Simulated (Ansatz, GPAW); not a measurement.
# B/Ti(0001): work function by functional and basis, part 2 of 3

Wanted: work functions and dipole of B/Ti(0001), with the cost of each level.

GPAW 26.7.0 and Ansatz 0.2.0; Ansatz plane waves; slab in vacuum with a dipole correction, relaxation; PAW set soft_1 (the session's first sound run).

So far, upper work function (eV): step 2 (relaxing the atoms) 5.30.

### Step 3. The slab's potential

With the geometry fixed, the planar mean of the potential gives the vacuum level on each side.

This step: GPAW, PAW setups; slab in vacuum (GPAW 26.7.0).

run.py

```python
import json
import numpy as np
from ase import Atoms
from gpaw import GPAW, PW

slab = Atoms(
    ['Ti', 'Ti', 'Ti', 'Ti', 'B'],
    positions=[
        [2.95000, 1.70318, 7.00000],
        [-0.00000, -0.00000, 9.34230],
        [2.95000, 1.70318, 11.66655],
        [-0.00000, -0.00000, 14.08850],
        [1.47500, 0.85159, 15.57263]],
    cell=[[2.95, 0.0, 0.0], [1.475, 2.55477, 0.0], [0.0, 0.0, 22.77412]],
    pbc=[True, True, False])

slab.calc = GPAW(mode=PW(500), xc='PBE', kpts={'size': (12, 12, 1), 'gamma': True},
                 occupations={'name': 'fermi-dirac', 'width': 0.1}, nbands='200%',
                 convergence={'density': 1e-05}, maxiter=200,
                 poissonsolver={'dipolelayer': 'xy'},
                 symmetry={'tolerance': 1e-3}, txt='slab.txt')
result = {}
energy = slab.get_potential_energy()
fermi = slab.calc.get_fermi_level()
v = slab.calc.get_electrostatic_potential().mean((0, 1)) - fermi
n = slab.calc.get_pseudo_density().mean((0, 1))
L = slab.cell[2, 2]
z = np.arange(len(v)) * L / len(v)
low, high = slab.positions[:, 2].min(), slab.positions[:, 2].max()
below, above = np.interp([low - 4.8, high + 4.8], z, v)
slopes = [np.interp(x, z, np.gradient(v, z)) for x in (low - 4.8, high + 4.8)]
eps = np.array([[slab.calc.get_eigenvalues(k, s) for k in range(len(slab.calc.get_ibz_k_points()))]
                for s in range(slab.calc.get_number_of_spins())]) - fermi
top, bottom = eps[eps < 0].max(), eps[eps > 0].min()
dipole = slab.get_dipole_moment()[2]
print(f'energy {energy:.4f} eV, Fermi level {fermi:.4f} eV, dipole {dipole:.5f} e A')
print(f'potential 4.8 A off the faces, from the Fermi level: lower {below:.4f} eV, upper {above:.4f} eV')
print(f'slope of the potential there: lower {slopes[0]:.5f}, upper {slopes[1]:.5f} eV/A')
print(f'nearest levels on the mesh: {top:.4f} and {bottom:.4f} eV')
print('magnetic moment', round(slab.get_magnetic_moment(), 3))
result.update(energy=energy, fermi=fermi, dipole=dipole, below=below, above=above, slopes=slopes, edges=[top, bottom],
              z=z.tolist(), v=v.tolist(), n=n.tolist(), positions=slab.positions.tolist(),
              forces=slab.get_forces(apply_constraint=False).tolist(), moments=slab.get_magnetic_moments().tolist())
json.dump(result, open('result.json', 'w'))
```

On the command line:

```sh
> OMP_NUM_THREADS=1 OPENBLAS_NUM_THREADS=1 python run.py
```

What it wrote:

```text
energy -29.7805 eV, Fermi level 1.2018 eV, dipole -0.03721 e A
potential 4.8 A off the faces, from the Fermi level: lower 4.4035 eV, upper 5.2978 eV
slope of the potential there: lower -0.00274, upper 0.00003 eV/A
nearest levels on the mesh: -0.0110 and 0.0233 eV
magnetic moment 0.0
```

Run time: 2.4 min. Hardware: 1 thread of Arm Neoverse V1, shared host; peak memory 0.27 GiB.

This step gave:

- dipole along the normal: -0.03721 e·Å
- levels nearest the Fermi level on the mesh: -0.01104, 0.02331 eV from the Fermi level
- lower work function: 4.403 eV

The electrostatic potential energy of an electron (without an applied field's), less the Fermi level, planar mean oscillates, so the rows of the table below give means over windows of 2.37 Å about each position, cut where the curve ends. Its maxima inside the range that stand out by 2 % of the span (Å: eV): 8.2: -0.171, 10.5: -0.466, 12.9: 0.124, 15.0: -3.98. Its minima: 7.0: -19.6, 9.3: -19.4, 11.7: -19.4, 14.0: -19.0, 15.6: -10.0.

Electrostatic potential energy of an electron (without an applied field's), less the Fermi level, planar mean against z; means over each step:

```csv
z (Å),"electrostatic potential energy of an electron (without an applied field's), less the Fermi level, planar mean (eV)"
1.19,4.44
3.56,4.33
5.93,-3.77
8.29,-8.34
10.67,-8.56
13.04,-7.62
15.41,-5.59
17.77,5.07
20.14,5.30
22.52,5.26
```

The pseudo valence density, planar mean by z:

```csv
z (Å),"pseudo valence density, planar mean (e/Å³)"
2.5,6.9e-5
3.0,2.1e-4
3.5,6.6e-4
4.0,0.00198
4.5,0.00594
5.0,0.0167
5.5,0.0418
6.0,0.117
6.5,0.615
7.0,1.60
7.5,0.642
8.0,0.205
8.5,0.254
9.0,0.987
9.5,1.44
10.0,0.400
10.5,0.195
11.0,0.376
11.5,1.40
12.0,1.01
12.5,0.246
13.0,0.180
13.5,0.471
14.0,1.54
14.5,0.872
15.0,0.350
15.5,0.293
16.0,0.214
16.5,0.0812
17.0,0.0223
17.5,0.00532
18.0,0.00125
18.5,3.0e-4
19.0,7.0e-5
```

Force by atom:

```csv
atom,x (eV/Å),y (eV/Å),z (eV/Å),size
Ti1,0.000,0.000,0.505,0.505
Ti2,0.000,0.000,-0.529,0.529
Ti3,0.000,0.000,0.001,0.001
Ti4,0.000,0.000,-0.009,0.009
B5,0.000,0.000,0.033,0.033
```

The potential is flat to 0.003 eV/Å where it is read, so the vacuum is wide enough. The geometry is the other program's minimum; here the largest force on a free atom is 0.033 eV/Å.

### Step 4. Self-consistent run: xc = "revPBE"

The same geometry under revPBE, to see how far the functional moves the levels against the vacuum.

Edit run.py of step 3 so:

```diff
@@ -16,3 +16,3 @@
 
-slab.calc = GPAW(mode=PW(500), xc='PBE', kpts={'size': (12, 12, 1), 'gamma': True},
+slab.calc = GPAW(mode=PW(500), xc='revPBE', kpts={'size': (12, 12, 1), 'gamma': True},
                  occupations={'name': 'fermi-dirac', 'width': 0.1}, nbands='200%',
```

What it wrote:

```text
energy -28.2933 eV, Fermi level 1.2872 eV, dipole -0.03782 e A
potential 4.8 A off the faces, from the Fermi level: lower 4.3024 eV, upper 5.2117 eV
slope of the potential there: lower -0.00291, upper 0.00004 eV/A
nearest levels on the mesh: -0.0108 and 0.0279 eV
magnetic moment 0.0
```

Wall time 2.6 min (1 thread); peak memory 0.27 GiB.

This step gave:

```yaml
dipole_along_the_normal: -0.03782 e·Å
levels_nearest_the_fermi_level_on_the_mesh: -0.01081, 0.02794 eV from the Fermi level
upper_work_function: 5.212 eV
lower_work_function: 4.302 eV
```

Electrostatic potential energy of an electron (without an applied field's), less the Fermi level, planar mean against z:

z (Å), electrostatic potential energy of an electron (without an applied field's), less the Fermi level, planar mean (eV) and a bar from the least value:
```
      0.0        4.8 #############################
      0.5        4.3 #############################
      1.0        4.3 #############################
      1.5        4.3 #############################
      2.0        4.3 #############################
      2.5        4.3 #############################
      3.0        4.3 #############################
      3.5        4.3 #############################
      4.0        4.2 #############################
      4.5        4.1 #############################
      5.0        3.7 ############################
      5.5        2.4 ###########################
      6.0       -0.8 #######################
      6.5       -9.5 ############
      7.0      -19.6 
      7.5       -8.9 #############
      8.0       -0.8 #######################
      8.5       -2.2 #####################
      9.0      -13.4 ########
      9.5      -18.0 ##
     10.0       -5.4 #################
     10.5       -0.6 #######################
     11.0       -5.1 ##################
     11.5      -17.7 ##
     12.0      -13.6 #######
     12.5       -2.3 #####################
     13.0       -0.2 #######################
     13.5       -6.6 ################
     14.0      -18.6 #
     14.5      -11.4 ##########
     15.0       -4.1 ###################
     15.5       -9.7 ############
     16.0       -2.2 #####################
     16.5        3.3 ############################
     17.0        4.7 #############################
     17.5        5.1 ##############################
     18.0        5.2 ##############################
     18.5        5.2 ##############################
     19.0        5.2 ##############################
     19.5        5.2 ##############################
     20.0        5.2 ##############################
     20.5        5.2 ##############################
     21.0        5.2 ##############################
     21.5        5.2 ##############################
     22.0        5.2 ##############################
     22.5        5.1 ##############################
```

The pseudo valence density, planar mean by z:

```csv
z (Å),"pseudo valence density, planar mean (e/Å³)"
2.5,7.1e-5
3.0,2.1e-4
3.5,6.5e-4
4.0,0.00193
4.5,0.00585
5.0,0.0167
5.5,0.0420
6.0,0.117
6.5,0.615
7.0,1.60
7.5,0.642
8.0,0.206
8.5,0.254
9.0,0.987
9.5,1.44
10.0,0.400
10.5,0.195
11.0,0.376
11.5,1.40
12.0,1.01
12.5,0.246
13.0,0.181
13.5,0.470
14.0,1.54
14.5,0.871
15.0,0.350
15.5,0.292
16.0,0.214
16.5,0.0815
17.0,0.0221
17.5,0.00518
18.0,0.00122
18.5,3.0e-4
19.0,7.1e-5
```

Force by atom:

```csv
atom,x (eV/Å),y (eV/Å),z (eV/Å),size
Ti1,0.000,0.000,0.392,0.392
Ti2,0.000,0.000,-0.527,0.527
Ti3,0.000,0.000,0.011,0.011
Ti4,0.000,0.000,-0.040,0.040
B5,0.000,0.000,0.166,0.166
```

The upper face's work function is 5.212 eV, against 5.298 eV in the first plane-wave PBE run at this geometry.

### Step 5. Self-consistent run: xc = "LDA"

The same geometry under LDA, to see how far the functional moves the levels against the vacuum.

Edit run.py of step 4 so:

```diff
@@ -16,3 +16,3 @@
 
-slab.calc = GPAW(mode=PW(500), xc='revPBE', kpts={'size': (12, 12, 1), 'gamma': True},
+slab.calc = GPAW(mode=PW(500), xc='LDA', kpts={'size': (12, 12, 1), 'gamma': True},
                  occupations={'name': 'fermi-dirac', 'width': 0.1}, nbands='200%',
```

What it wrote:

```text
energy -33.1929 eV, Fermi level 0.9730 eV, dipole -0.03698 e A
potential 4.8 A off the faces, from the Fermi level: lower 4.5864 eV, upper 5.4754 eV
slope of the potential there: lower -0.00244, upper 0.00002 eV/A
nearest levels on the mesh: -0.0135 and 0.0251 eV
magnetic moment 0.0
```

Wall time 2.5 min (1 thread); peak memory 0.27 GiB.

Numbers from this step:

| Quantity | Value |
| --- | --- |
| dipole along the normal | -0.03698 e·Å |
| levels nearest the Fermi level on the mesh | -0.01353, 0.02507 eV from the Fermi level |
| upper work function | 5.475 eV |
| lower work function | 4.586 eV |

The upper face's work function is 5.475 eV, against 5.298 eV in the first plane-wave PBE run at this geometry.

### Step 6. Self-consistent run: xc = "vdW-DF2"

The same geometry under vdW-DF2, to see how far the functional moves the levels against the vacuum (the van der Waals functionals take revPBE setups).

Edit run.py of step 5 so:

```diff
@@ -16,3 +16,3 @@
 
-slab.calc = GPAW(mode=PW(500), xc='LDA', kpts={'size': (12, 12, 1), 'gamma': True},
+slab.calc = GPAW(mode=PW(500), xc='vdW-DF2', kpts={'size': (12, 12, 1), 'gamma': True},
                  occupations={'name': 'fermi-dirac', 'width': 0.1}, nbands='200%',
```

What it wrote:

```text
energy -196.1537 eV, Fermi level 1.0559 eV, dipole -0.04074 e A
potential 4.8 A off the faces, from the Fermi level: lower 4.6219 eV, upper 5.6022 eV
slope of the potential there: lower -0.00536, upper 0.00046 eV/A
nearest levels on the mesh: -0.0035 and 0.0206 eV
magnetic moment 0.0
```

The job ended after 2.8 min (1 thread; peak memory 0.42 GiB).

This step gave:

```
dipole along the normal                    : -0.04074 e·Å
levels nearest the Fermi level on the mesh : -0.003470, 0.02061 eV from the Fermi level
upper work function                        : 5.602 eV
lower work function                        : 4.622 eV
```

The electrostatic potential energy of an electron (without an applied field's), less the Fermi level, planar mean by z:

```csv
z (Å),"electrostatic potential energy of an electron (without an applied field's), less the Fermi level, planar mean (eV)"
0.0,5.11
0.5,4.62
1.0,4.62
1.5,4.62
2.0,4.62
2.5,4.62
3.0,4.61
3.5,4.59
4.0,4.52
4.5,4.34
5.0,3.86
5.5,2.60
6.0,-0.653
6.5,-9.30
7.0,-19.4
7.5,-8.83
8.0,-0.842
8.5,-2.20
9.0,-13.2
9.5,-17.8
10.0,-5.29
10.5,-0.601
11.0,-5.01
11.5,-17.5
12.0,-13.5
12.5,-2.28
13.0,-0.185
13.5,-6.55
14.0,-18.5
14.5,-11.3
15.0,-3.97
15.5,-9.52
16.0,-2.03
16.5,3.48
17.0,5.05
17.5,5.46
18.0,5.56
18.5,5.59
19.0,5.60
19.5,5.60
20.0,5.60
20.5,5.60
21.0,5.60
21.5,5.60
22.0,5.60
22.5,5.47
```

The upper face's work function is 5.602 eV, against 5.298 eV in the first plane-wave PBE run at this geometry.

### Step 7. Real-space grid: mode = "fd"

A real-space grid is a second complete basis, so it checks the plane-wave result.

Edit run.py of step 6 so:

```diff
@@ -3,3 +3,3 @@
 from ase import Atoms
-from gpaw import GPAW, PW
+from gpaw import GPAW
 
@@ -16,3 +16,3 @@
 
-slab.calc = GPAW(mode=PW(500), xc='vdW-DF2', kpts={'size': (12, 12, 1), 'gamma': True},
+slab.calc = GPAW(mode='fd', h=0.18, xc='PBE', kpts={'size': (12, 12, 1), 'gamma': True},
                  occupations={'name': 'fermi-dirac', 'width': 0.1}, nbands='200%',
```

What it wrote:

```text
energy -30.0743 eV, Fermi level -4.8505 eV, dipole -0.03719 e A
potential 4.8 A off the faces, from the Fermi level: lower 4.4028 eV, upper 5.2973 eV
slope of the potential there: lower -0.00254, upper 0.00008 eV/A
nearest levels on the mesh: -0.0112 and 0.0207 eV
magnetic moment 0.0
```

Wall time 11 min (1 thread); peak memory 0.93 GiB.

This step gave:

- dipole along the normal: -0.03719 e·Å
- levels nearest the Fermi level on the mesh: -0.01118, 0.02067 eV from the Fermi level
- upper work function: 5.297 eV
- lower work function: 4.403 eV

Electrostatic potential energy of an electron (without an applied field's), less the Fermi level, planar mean against z:

z (Å), electrostatic potential energy of an electron (without an applied field's), less the Fermi level, planar mean (eV) and a bar from the least value:
```
      0.0        4.9 #############################
      0.5        4.4 #############################
      1.0        4.4 #############################
      1.5        4.4 #############################
      2.0        4.4 #############################
      2.5        4.4 #############################
      3.0        4.4 #############################
      3.5        4.4 #############################
      4.0        4.3 #############################
      4.5        4.2 #############################
      5.0        3.7 ############################
      5.5        2.5 ###########################
      6.0       -0.8 #######################
      6.5       -9.4 ############
      7.0      -19.5 
      7.5       -8.9 #############
      8.0       -0.7 #######################
      8.5       -2.1 #####################
      9.0      -13.3 ########
      9.5      -17.9 ##
     10.0       -5.3 #################
     10.5       -0.5 #######################
     11.0       -5.0 ##################
     11.5      -17.6 ##
     12.0      -13.6 #######
     12.5       -2.2 #####################
     13.0       -0.1 #######################
     13.5       -6.5 ################
     14.0      -18.6 #
     14.5      -11.3 ##########
     15.0       -4.0 ###################
     15.5       -9.7 ############
     16.0       -2.2 #####################
     16.5        3.3 ############################
     17.0        4.8 #############################
     17.5        5.2 ##############################
     18.0        5.3 ##############################
     18.5        5.3 ##############################
     19.0        5.3 ##############################
     19.5        5.3 ##############################
     20.0        5.3 ##############################
     20.5        5.3 ##############################
     21.0        5.3 ##############################
     21.5        5.3 ##############################
     22.0        5.3 ##############################
     22.5        5.3 ##############################
```

The upper face's work function is 5.297 eV, against 5.298 eV in the first plane-wave PBE run at this geometry.

### Step 8. Atomic orbitals: mode = "lcao"

Atom-centred orbitals end a few angstrom from the surface, which tests how much the density's tail matters.

Edit run.py of step 7 so:

```diff
@@ -16,4 +16,4 @@
 
-slab.calc = GPAW(mode='fd', h=0.18, xc='PBE', kpts={'size': (12, 12, 1), 'gamma': True},
-                 occupations={'name': 'fermi-dirac', 'width': 0.1}, nbands='200%',
+slab.calc = GPAW(mode='lcao', basis='dzp', h=0.18, xc='PBE', kpts={'size': (12, 12, 1), 'gamma': True},
+                 occupations={'name': 'fermi-dirac', 'width': 0.1}, nbands='120%',
                  convergence={'density': 1e-05}, maxiter=200,
```

What it wrote:

```text
energy -29.4509 eV, Fermi level -4.8316 eV, dipole -0.03662 e A
potential 4.8 A off the faces, from the Fermi level: lower 4.3916 eV, upper 5.2714 eV
slope of the potential there: lower -0.00101, upper 0.00000 eV/A
nearest levels on the mesh: -0.0093 and 0.0281 eV
magnetic moment 0.0
```

Run time: 22 min. Hardware: 1 thread; peak memory 0.4 GiB.

This step gave:

* dipole along the normal: -0.03662 e·Å
* levels nearest the Fermi level on the mesh: -0.009334, 0.02815 eV from the Fermi level
* upper work function: 5.271 eV
* lower work function: 4.392 eV

The electrostatic potential energy of an electron (without an applied field's), less the Fermi level, planar mean oscillates, so the rows of the table below give means over windows of 2.31 Å about each position, cut where the curve ends. Its maxima inside the range that stand out by 2 % of the span (Å: eV): 8.2: -0.200, 10.5: -0.480, 12.9: 0.124, 15.0: -4.09. Its minima: 7.0: -19.6, 9.3: -19.5, 11.7: -19.4, 14.1: -19.1, 15.6: -10.0.

The electrostatic potential energy of an electron (without an applied field's), less the Fermi level, planar mean by z; means over each step:

```csv
z (Å),"electrostatic potential energy of an electron (without an applied field's), less the Fermi level, planar mean (eV)"
1.16,4.40
3.46,4.34
5.77,-2.15
8.08,-8.12
10.39,-8.35
12.70,-7.42
15.01,-9.04
17.32,4.52
19.63,5.27
21.94,5.27
```

The upper face's work function is 5.271 eV, against 5.298 eV in the first plane-wave PBE run at this geometry.

### Step 9. The ladder

Times are for 1 thread of Arm Neoverse V1, shared host. The runs compared:

```csv
no.,run,upper work function (eV),lower work function (eV),time,memory (GiB)
1,pw,5.298,4.403,2.4 min,0.27
2,revPBE,5.212,4.302,2.6 min,0.27
3,LDA,5.475,4.586,2.5 min,0.27
4,vdW DF2,5.602,4.622,2.8 min,0.42
5,fd,5.297,4.403,11 min,0.93
6,lcao,5.271,4.392,22 min,0.4
```

(Part 2 of 3 ends here.)

[Logs are printed without paths, hosts, clocks, repeated set-up lines and the standing remarks that a program may print on its own settings, such as how far it seeks lower states.]

[Hosts, paths, dates, database ids (printed as entryN), source tags and the programs' standing remarks are cut or masked in the printed files.]
